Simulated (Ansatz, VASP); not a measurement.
## Cross-check of GaP between VASP and Ansatz

Wanted: the spread between two codes on one cell, functional and k mesh.

Method: plane waves, with VASP 6.6.1 beside it; single point at LDA and dielectric response at LDA, in Ansatz 0.2.0.

## Step 1: The starting structure

Symmetry: F-43m, No. 216, cubic system. Conventional cell: a = 5.451 Å, b = 5.451 Å, c = 5.451 Å, α = 90.00°, β = 90.00°, γ = 90.00°. Ga has 4 P at 2.36 Å nearest. Nearest to P lie 4 Ga at 2.36 Å. Farther neighbours are not listed.

## Step 2: Ansatz: single point, LDA

Ansatz runs on its default PAW (the set named soft_2) files.

A single point gives forces, pressure and levels at one fixed geometry, so differences don't come from the geometry; what else differs is listed under the comparison.

input.yaml

```yaml
crystal:
  lattice:
    - [0.0, 2.72525, 2.72525]
    - [2.72525, 0.0, 2.72525]
    - [2.72525, 2.72525, 0.0]
  atoms:
    - { symbol: Ga, position: [0.0, 0.0, 0.0] }
    - { symbol: P, position: [0.75, 0.75, 0.75] }
hamiltonian:
  xc: lda
  pseudopotentials: { kind: paw }
kpoints:
  mp_grid: { grid: [10, 10, 10] }
scf:
  occupations: { method: gaussian, width: 0.01 }
  n_extra_bands: 4
output:
  forces: true
  stress: true
  eigenvalues: true
```

Started as:

```console
> ansatz run input.yaml --threads 2 --pin off --max-ram 4608MiB --backend cpu --events-out ev --progress --plain --runs-dir out
```

Numbers of over 12 decimals in the logs are rounded to 6 here.

The log of the run:

```text
scf.n_extra_bands = 4 over 9 filled bands (N_el = 18.0): the run solves 13 bands
Engine: ansatz 0.2.0, aarch64-unknown-linux-gnu
Pseudopotentials: kind: paw
Pseudopotential: Ga, paw, valence charge 13, recommended cutoff 420 eV (normal), Ga.paw.azcp
Pseudopotential: P, paw, valence charge 5, recommended cutoff 420 eV (normal), P.paw.azcp
Functional definition: SPW92
  exchange = slater_x
  correlation = pw_c
Crystal: 2 atoms, lattice volume = 40.481 Å³
Basis set: ecut = 420 eV, 749 PW (Γ)
Bands: 13, of which v1, the nominal top of the filled ones, is band 9 counted from 1 (8 counted from 0)
Symmetry: 24 space group operations
Space group: F-43m (ITA 216), of the structure as read, at distance tolerance 3.4e-5 Å
k-points: 47 of 1000 (time reversal used)
Non-local potential: Ga, projectors of the file, l = 0: 2, l = 1: 2, l = 2: 3, l = 3: 1
Non-local potential: P, projectors of the file, l = 0: 2, l = 1: 2, l = 2: 2
PAW form: soft (Blöchl's): semilocal exchange-correlation on the pseudo side does not see the compensation charge
PAW frozen core: Ga, regenerated for the run's functional, and the local potential with it (the file was generated under x = pbe(κ = 0.804, μ = 0.219515), c = pbe(β = 0.066725))
PAW frozen core: P, regenerated for the run's functional, and the local potential with it (the file was generated under x = pbe(κ = 0.804, μ = 0.219515), c = pbe(β = 0.066725))
PAW one-centre angular grid: Ga, 590 points (default); XC on 64 Gauss nodes
PAW one-centre angular grid: P, 110 points (default); XC on 64 Gauss nodes
Initial density: superposition of atomic densities (neutral atoms: chi_scale 0, normalization atom), corrected by the library's trained network
Initial wavefunctions: pseudopotential atomic-orbital guess
Functional: x = slater, c = lda
SCF iter   1: F=—  HF=-4433.762820 eV  |F-HF|=—  |Δ(HF+E_count)|=         —  Δρ=6.42e-3  dr2=1.73e-2  ethr=1.77e-3  ⟨swp⟩=6.5  Hψ=4183  notcnv=0
preconditioner: auto → none  [insulator: Δε(μ)=1.395 eV  Ē_g=15.499 eV  σ=0.010 eV  W_gap=1.00  n_scr=14 (ndim 8)  ℏωp=24.8 eV  f_vac=0.011  D(μ)=0.00/eV (n_scr^D=0)  ε∞_Penn≈3.6]
SCF iter   2: F=—  HF=-4433.756934 eV  |F-HF|=—  |Δ(HF+E_count)|=   5.89e-3  Δρ=3.09e-3  dr2=1.74e-3  ethr=9.64e-5  ⟨swp⟩=3.1  Hψ=1369  notcnv=0
SCF iter   3: F=—  HF=-4433.756481 eV  |F-HF|=—  |Δ(HF+E_count)|=   4.53e-4  Δρ=1.00e-3  dr2=3.06e-4  ethr=9.64e-6  ⟨swp⟩=2.9  Hψ=1304  notcnv=0
SCF iter   4: F=—  HF=-4433.756374 eV  |F-HF|=—  |Δ(HF+E_count)|=   1.07e-4  Δρ=3.74e-4  dr2=2.57e-5  ethr=1.70e-6  ⟨swp⟩=2.0  Hψ=1222  notcnv=0
SCF iter   5: F=—  HF=-4433.756375 eV  |F-HF|=—  |Δ(HF+E_count)|=   1.09e-6  Δρ=2.00e-5  dr2=1.03e-7  ethr=1.43e-7  ⟨swp⟩=2.9  Hψ=1052  notcnv=0
SCF iter   6: F=-4433.756375 eV  HF=-4433.756375 eV  |F-HF|=6.64e-9  |Δ(HF+E_count)|=   1.41e-8  Δρ=4.06e-6  dr2=8.20e-9  ethr=5.56e-10  ⟨swp⟩=6.2  Hψ=2899  notcnv=0
SCF 1 converged in 6 iterations: F = -4433.756375 eV  dr2 = 8.20e-9
  greatest PAW one-centre occupation: 0.994 electrons in one spin orbital (limit 2), on the Ga atom at site 0 (counted from 0), in its partial waves of l = 2
SCF converged after 6 iterations
Free energy (F): -4433.756375 eV
Harris-Foulkes:  -4433.756375 eV  (|F-HF|=6.64e-9)
Internal energy: -4433.756375 eV  (E = F + TS)
E sigma→0 (E₀):  -4433.756375 eV
Fermi energy:    7.566167 eV
--- Per-component energies (eV) ---
  E_band       = -64.453136
  E_kinetic    = 186.625872
  E_local      = -2205.908850  (includes V_loc(G=0)·N_el)
  E_nonlocal   = 461.991788
  E_hartree    = 1017.386729
  E_xc         = -130.096734
  E_vxc        = -119.630747  (∫ρ·V_xc dr)
  E_paw        = -2452.955951  (= ΣΔE_a)
  E_vpaw       = -422.307498  (= ΣTr[D̂ρ^β])
  E_aug_tail   = -0.000116  (compensation charges beyond the density's cutoff)
  E_ewald      = -1312.644944
  E_core_change = 1.845831  (= ΣΔE_core)
  E_smearing   = -0.000000  (= −TS)
  E_closure    = -0.000000  (closes the sum)
  Σ components = -4433.756375   (vs F -4433.756375, Δ=0.00e0)
--- Forces (eV/Å), atoms counted from 1 ---
  atom   1  Ga    -0.00000000     0.00000000     0.00000000
  atom   2  P      0.00000000    -0.00000000     0.00000000
  max |Σ_I F_I| component: 1.85e-17 eV/Å
--- Stress (GPa, compression-positive) ---
       -2.744686       0.000000      -0.000000
        0.000000      -2.744686       0.000000
       -0.000000       0.000000      -2.744686
  P = ⅓ Tr σ = -2.7447 GPa (-27.447 kbar)
--- Band table (eV; the first three rows and the last of 47) ---
  k-point 0: bands = [... 5 lower, -5.6794, 6.8397, 6.8397, 6.8397, 8.4490, 10.6270, 10.6270, 10.6270]
  k-point 1: bands = [... 5 lower, -5.5494, 5.6107, 6.6821, 6.6821, 9.0599, 10.8657, 10.8657, 10.9317]
  k-point 2: bands = [... 5 lower, -5.1720, 3.7892, 6.3428, 6.3428, 8.9964, 11.3266, 11.3266, 12.2232]
  k-point 46: bands = [... 5 lower, -2.5945, 0.1734, 3.2956, 3.4272, 10.8033, 10.9752, 13.5121, 13.5321]
```

Elapsed: 1.5 s, on 2 threads of Arm Neoverse V1, shared host; peak memory 0.31 GiB; 2.8 s of CPU time.

The run ends at a pressure of -2.74 GPa.

## Step 3: VASP: single point, LDA

The same cell, functional (in two slightly different forms), mesh and smearing now go to VASP, with its own data sets and cutoff.

Lines of VASP's logs that name or quote its potential files are left out, and so is its time.

INCAR

```
SYSTEM = GaP
PREC = Accurate
ENCUT = 400
EDIFF = 1E-07
NELM = 100
ISMEAR = 0
SIGMA = 0.01
LREAL = .FALSE.
ALGO = Normal
GGA = CA
NBANDS = 15
LORBIT = 11
LWAVE = .FALSE.
LCHARG = .FALSE.
KPAR = 4
```

POSCAR

```
GaP
1.0
    0.0000000000      2.7252500000      2.7252500000
    2.7252500000      0.0000000000      2.7252500000
    2.7252500000      2.7252500000      0.0000000000
Ga P
1 1
Direct
    0.0000000000      0.0000000000      0.0000000000
    0.7500000000      0.7500000000      0.7500000000
```

KPOINTS

```
Automatic mesh
0
Gamma
10 10 10
0 0 0
```

PAW data sets: Ga_d and P (PBE family, release 64).

Started as:

```console
> mpirun -np 4 vasp_std
```

The log of the run:

```text
[banner, memory and clock lines left out]
running    4 mpi-ranks, on    1 nodes
 distrk:  each k-point on    1 cores,    4 groups
 distr:  one band on    1 cores,    1 groups

 POSCAR found type information on POSCAR GaP
 POSCAR found :  2 types and       2 ions
|                                                                             |
|               ----> ADVICE to this user running VASP <----                  |
|                                                                             |
|     You enforced a specific xc type in the INCAR file but a different       |
|     [... a line on the potential file left out ...]
|     I HOPE YOU KNOW WHAT YOU ARE DOING!                                     |
|                                                                             |

 LDA part: xc-table for (Slater(with rela. corr.)+CA(PZ))
 , standard interpolation
 POSCAR, INCAR and KPOINTS ok, starting setup
 FFT: planning ... GRIDC
 FFT: planning ... GRID_SOFT
 FFT: planning ... GRID
 WAVECAR not read
 entering main loop
       N       E                     dE             d eps       ncg     rms          rms(c)
DAV:   1     0.709146548157E+02    0.70915E+02   -0.80236E+03  1474   0.149E+03
DAV:   2    -0.531897197044E+01   -0.76234E+02   -0.72867E+02  1578   0.281E+02
DAV:   3    -0.107267973117E+02   -0.54078E+01   -0.53911E+01  1739   0.640E+01
DAV:   4    -0.108127582630E+02   -0.85961E-01   -0.85939E-01  1791   0.870E+00
DAV:   5    -0.108144804984E+02   -0.17222E-02   -0.17221E-02  1813   0.103E+00    0.352E+00
DAV:   6    -0.105396566947E+02    0.27482E+00   -0.42833E-01  2199   0.128E+01    0.213E+00
DAV:   7    -0.104962170484E+02    0.43440E-01   -0.82603E-02  1860   0.223E+00    0.873E-01
DAV:   8    -0.104911619162E+02    0.50551E-02   -0.12496E-02  1795   0.126E+00    0.160E-01
DAV:   9    -0.104911521199E+02    0.97963E-05   -0.10525E-03  2132   0.458E-01    0.406E-02
DAV:  10    -0.104911556966E+02   -0.35767E-05   -0.44326E-05  1830   0.572E-02    0.175E-02
DAV:  11    -0.104911618956E+02   -0.61991E-05   -0.50637E-06  1715   0.298E-02    0.508E-03
DAV:  12    -0.104911617985E+02    0.97131E-07   -0.35369E-07  1753   0.628E-03
   1 F= -.10491162E+02 E0= -.10491162E+02  d E =-.103405E-49
```

From OUTCAR (step 3):

```text
ion  position               nearest neighbor table
   1  0.000  0.000  0.000-   2 2.36   2 2.36   2 2.36   2 2.36
   2  0.750  0.750  0.750-   1 2.36   1 2.36   1 2.36   1 2.36

  LATTYP: Found a face centered cubic cell.
 ALAT       =     5.4505000000

 Subroutine GETGRP returns: Found 24 space group operations
 (whereof 24 operations were pure point group operations)

The static configuration has the point symmetry T_d .

 Found     47 irreducible k-points:

   k-points           NKPTS =     47   k-points in BZ     NKDIM =     47   number of bands    NBANDS=     15

   dimension x,y,z NGX =    28 NGY =   28 NGZ =   28
   dimension x,y,z NGXF=    56 NGYF=   56 NGZF=   56

   ENCUT  =  400.0 eV  29.40 Ry    5.42 a.u.   6.29  6.29  6.29*2*pi/ulx,y,z

   NELECT =      18.0000    total number of electrons

 k-points in reciprocal lattice and weights: Automatic mesh
   0.00000000  0.00000000  0.00000000       0.001
   0.10000000  0.00000000  0.00000000       0.008
   0.20000000  0.00000000  0.00000000       0.008
   0.30000000  0.00000000  0.00000000       0.008
   0.40000000  0.00000000  0.00000000       0.008
   0.50000000  0.00000000  0.00000000       0.004
   0.10000000  0.10000000  0.00000000       0.006
   0.20000000  0.10000000  0.00000000       0.024
   0.30000000  0.10000000  0.00000000       0.024
[...]
-0.30000000  0.40000000  0.20000000       0.024
  -0.30000000  0.50000000  0.20000000       0.012

 average (electrostatic) potential at core
       1 -65.0184       2 -83.3548

 E-fermi :   4.5301

 k-point     1 :       0.0000    0.0000    0.0000
  band No.  band energies     occupation
    ...
      5     -10.0779      2.00000
      6      -8.0946      2.00000
      7       4.4281      2.00000
      8       4.4281      2.00000
      9       4.4281      2.00000
     10       6.0668      0.00000
     11       8.2319      0.00000
     12       8.2319      0.00000
     13       8.2319      0.00000
     14      12.9161      0.00000
    ...

 k-point     2 :       0.1000    0.0000    0.0000
  band No.  band energies     occupation
    ...
      5     -10.0780      2.00000
      6      -7.9639      2.00000
      7       3.2034      2.00000
      8       4.2700      2.00000
      9       4.2700      2.00000
     10       6.6709      0.00000
     11       8.4721      0.00000
     12       8.4721      0.00000
     13       8.5382      0.00000
     14      13.5575      0.00000
    ...

 k-point     3 :       0.2000    0.0000    0.0000
  band No.  band energies     occupation
    ...
      5     -10.0777      2.00000
      6      -7.5845      2.00000
      7       1.3797      2.00000
      8       3.9291      2.00000
      9       3.9291      2.00000
     10       6.6042      0.00000
     11       8.9357      0.00000
     12       8.9357      0.00000
     13       9.8316      0.00000
     14      13.3194      0.00000
    ...

  Total       -0.6888216     -0.6888216     -0.6888216      0.0000000      0.0000000     -0.0000000
  in kB      -27.2626664    -27.2626664    -27.2626664      0.0000000      0.0000000     -0.0000000
  external PRESSURE =     -27.2626664 kB  Pullay stress =       0.0000000 kB

  energy-cutoff  :      400.00
  volume of cell :       40.48
      direct lattice vectors                 reciprocal lattice vectors
     0.000000000  2.725250000  2.725250000    -0.183469406  0.183469406  0.183469406
     2.725250000  0.000000000  2.725250000     0.183469406 -0.183469406  0.183469406
     2.725250000  2.725250000  0.000000000     0.183469406  0.183469406 -0.183469406

 POSITION                                       TOTAL-FORCE (eV/Angst)
 -----------------------------------------------------------------------------------
      0.00000      0.00000      0.00000         0.000000      0.000000      0.000000
      4.08788      4.08788      4.08788        -0.000000     -0.000000     -0.000000
 -----------------------------------------------------------------------------------
    total drift:                               -0.000001     -0.000001     -0.000001

  FREE ENERGIE OF THE ION-ELECTRON SYSTEM (eV)
  ---------------------------------------------------
  free  energy   TOTEN  =       -10.4911617985 eV

  energy  without entropy=      -10.4911617985  energy(sigma->0) =      -10.49116180

 total charge
# of ion       s       p       d       tot
------------------------------------------
    1        0.871   0.850  10.012  11.733
    2        1.016   1.499   0.000   2.516
--------------------------------------------------
tot          1.887   2.349  10.012  14.248

[... 3 further parts left out ...]
```

The PAW data sets were made with PBE, though LDA sets exist; this is a small mismatch.

## Step 4: Differences

Known differences besides the potentials themselves: the two LDA forms differ slightly; the cutoff is 420 eV in Ansatz and 400 eV in VASP; Ansatz makes its cores anew for this functional, VASP keeps those of its PBE data sets; VASP's log shows a relativistic correction to its local exchange, Ansatz's none. Total energies have different zeros and are not compared.

Both answers:

```
              quantity  Ansatz   VASP  difference
        pressure (GPa)   -2.74  -2.73       -0.02
gap on the k mesh (eV)   1.453  1.459      -0.006
```

A gap on the mesh is an upper bound, since the band edges may lie between its points. Ansatz's pressure holds a Pulay correction of 0.04 GPa; VASP's holds none.

## Step 5: What the set-up changes

Further runs change the set-up of one program: Ansatz's method, potentials or start, or VASP's data sets, cutoff or form of LDA. The table gives Ansatz less VASP for each quantity, since a change that brings one quantity closer may part another.

```
                              run  pressure (GPa)  gap on the k mesh (eV)
                         as above          -0.018                 -0.0062
Ansatz's all-electron LAPW method         -0.0011                 -0.0057
```

## Step 6: VASP: dielectric response, LDA

The response to a field tests empty states and converges slowly with the mesh.

INCAR

```
SYSTEM = GaP
PREC = Accurate
ENCUT = 400
EDIFF = 1E-08
NELM = 100
ISMEAR = 0
SIGMA = 0.01
LREAL = .FALSE.
ALGO = Normal
GGA = CA
NBANDS = 15
LWAVE = .FALSE.
LCHARG = .FALSE.
KPAR = 4
LEPSILON = .TRUE.
```

POSCAR is that of step 3.

KPOINTS

```
Automatic mesh
0
Gamma
18 18 18
0 0 0
```

Started as:

```console
> mpirun -np 4 vasp_std
```

The log of the run:

```text
[banner, memory and clock lines left out]
running    4 mpi-ranks, on    1 nodes
[...]
[... a notice as in an earlier step ...]

 LDA part: xc-table for (Slater(with rela. corr.)+CA(PZ))
 , standard interpolation
 POSCAR, INCAR and KPOINTS ok, starting setup
[...]
entering main loop
       N       E                     dE             d eps       ncg     rms          rms(c)
DAV:   1     0.720477294431E+02    0.72048E+02   -0.80700E+03  5994   0.148E+03
DAV:   2    -0.527128224964E+01   -0.77319E+02   -0.74096E+02  6669   0.281E+02
DAV:   3    -0.107262623781E+02   -0.54550E+01   -0.54374E+01  7264   0.640E+01
DAV:   4    -0.108129203487E+02   -0.86658E-01   -0.86635E-01  7256   0.879E+00
[...]
DAV:  11    -0.104916989667E+02   -0.61732E-05   -0.50483E-06  7046   0.298E-02    0.505E-03
DAV:  12    -0.104916988702E+02    0.96547E-07   -0.35572E-07  7328   0.638E-03    0.315E-03
DAV:  13    -0.104916988736E+02   -0.34606E-08   -0.65060E-08  7581   0.208E-03
   1 F= -.10491699E+02 E0= -.10491699E+02  d E =-.193266E-56
[...]
RMM:  12    -0.116080555992E+01    0.14830E-05   -0.51094E-08 40923   0.281E-04    0.355E-05
RMM:  13    -0.116080483879E+01    0.72112E-06   -0.88051E-09 25834   0.132E-04    0.710E-06
 change of polarisation eV/A/(eV/A) component  2 :     0.375     2.196     0.365
 dielectric tensor                  component  2 :     1.674    10.818     1.631
 Linear response to external field, progress :
  Direction:   3
       N       E                     dE             d eps       ncg     rms          rms(c)
RMM:   1    -0.126599704496E+00   -0.12660E+00    0.52066E+00 28360   0.824E+00
RMM:   2    -0.117507653043E+01   -0.10485E+01   -0.72646E-02 52082   0.176E+00    0.146E+00
RMM:   3    -0.112848675002E+01    0.46590E-01   -0.29991E-02 52459   0.101E+00    0.833E-01
RMM:   4    -0.115042842543E+01   -0.21942E-01   -0.27962E-02 52795   0.954E-01    0.157E-01
[...]
RMM:  11    -0.116080648552E+01    0.67184E-05    0.83614E-08 54371   0.730E-04    0.625E-05
RMM:  12    -0.116080636772E+01    0.11780E-06    0.33755E-10 40973   0.282E-04    0.355E-05
RMM:  13    -0.116080547373E+01    0.89399E-06    0.11539E-08 25808   0.132E-04    0.720E-06
 change of polarisation eV/A/(eV/A) component  3 :     0.329     0.514     2.196
 dielectric tensor                  component  3 :     1.471     2.298    10.818
 Born effective charges drift removed
```

From OUTCAR (step 6):

```text
  Total       -0.6830085     -0.6830085     -0.6830085     -0.0000000      0.0000000     -0.0000000
  in kB      -27.0325907    -27.0325907    -27.0325907     -0.0000000      0.0000000     -0.0000000
  external PRESSURE =     -27.0325907 kB  Pullay stress =       0.0000000 kB

 MACROSCOPIC STATIC DIELECTRIC TENSOR (including local field effects in DFT)
 ------------------------------------------------------
          10.817856     0.000000    -0.000000
           0.000000    10.817856     0.000000
          -0.000000    -0.000000    10.817856
 ------------------------------------------------------

[... 2 parts as in an earlier step ...]

[... 1 further part left out ...]
```

## Step 7: Ansatz: dielectric response, LDA

The same cell, functional (in two slightly different forms) and mesh now go to Ansatz, which takes its cutoff from its data sets.

input.yaml, the sections that differ from step 2:

```yaml
kpoints:
  mp_grid: { grid: [18, 18, 18] }
scf:
  occupations: { method: fixed }
dielectric:
  method: response
# crystal, hamiltonian: as in step 2
# output: removed
```

Started as:

```console
> ansatz run input.yaml --threads 2 --pin off --max-ram 4608MiB --backend cpu --events-out ev --progress --plain --runs-dir out
```

The log of the run:

```text
[...]
Crystal: 2 atoms, lattice volume = 40.481 Å³
Basis set: ecut = 420 eV, 749 PW (Γ), exchange–correlation on 54×54×54 points (8 copies of the dense FFT grid, shifted against one another)
Bands: 13, of which v1, the nominal top of the filled ones, is band 9 counted from 1 (8 counted from 0)
[... 1 set-up line as in the run before ...]
k-points: 865 of 5832 (irreducible under 4 space group operations, time reversal used)
[...]
site 0:
         2.10150   -0.00000   -0.00000
         0.00000    2.10150    0.00000
         0.00000    0.00000    2.10150
    site 1:
        -2.10150    0.00000    0.00000
        -0.00000   -2.10150   -0.00000
        -0.00000   -0.00000   -2.10150
  Z* charge neutrality: 1.916e-4 e pre-enforcement
  solved inside a basis spanned on kpoints, on 18×18×18 k-points, its susceptibility summed on 22×22×22: ε∞ is read to err by 3.0e-2, Z* by 1.4e-2 e (field_mesh: kpoints solves on kpoints); Z* is corrected for what the basis lacks
[key lines of the parts left out:]
SCF converged after 7 iterations
Free energy (F): -4433.756937 eV
Fermi energy:    6.839301 eV
```

Run time: 2.3 min. Hardware: 2 threads; peak memory 1.6 GiB; 4.6 min of CPU time.

## Step 8: Differences

What differs besides the data sets and the points named for the pairs above, as far as they apply: VASP's response is taken on the typed mesh, Ansatz refines its own for the field response alone. Total energies have different zeros and are not compared.

Both answers:

```
                                     quantity  Ansatz   VASP  difference
                                        ε∞ xx   10.92  10.82     +0.92 %
                                        ε∞ yy   10.92  10.82     +0.92 %
                                        ε∞ zz   10.92  10.82     +0.92 %
Born charge of Ga1 (mean of the diagonal) (e)    2.10   2.11       -0.01
 Born charge of P2 (mean of the diagonal) (e)   -2.10  -2.11       +0.01
```

## Step 9: Outcome

```yaml
difference_in_gap_on_the_k_mesh_single_point_lda: -0.0062 eV
difference_in_eps_infinity_xx_dielectric_response_lda: 0.92 %
```

In words: The difference in ε∞ xx is 0.92 % (dielectric response, LDA), within the 5 % picked in this series as the mark of a large difference. Single point, LDA, Ansatz's all-electron LAPW method: the difference in pressure goes from -0.018 to -0.0011 GPa. Such differences can come from data sets, numerical settings and the points named under the comparisons, not from the functional's error against experiment.

[Lines on the potential files, build, host, timing and source positions are cut from VASP's logs without a mark.]

[Logs are printed without paths, hosts, clocks, repeated set-up lines and the standing remarks that a program may print on its own settings, such as how far it seeks lower states.]

[Hosts, paths, dates, database ids (printed as entryN), source tags and the programs' standing remarks are cut or masked in the printed files.]

[VASP's PBE data sets in a run with another functional are called a small mismatch above; for pressures it isn't always small: they can move by 1 GPa and more.]
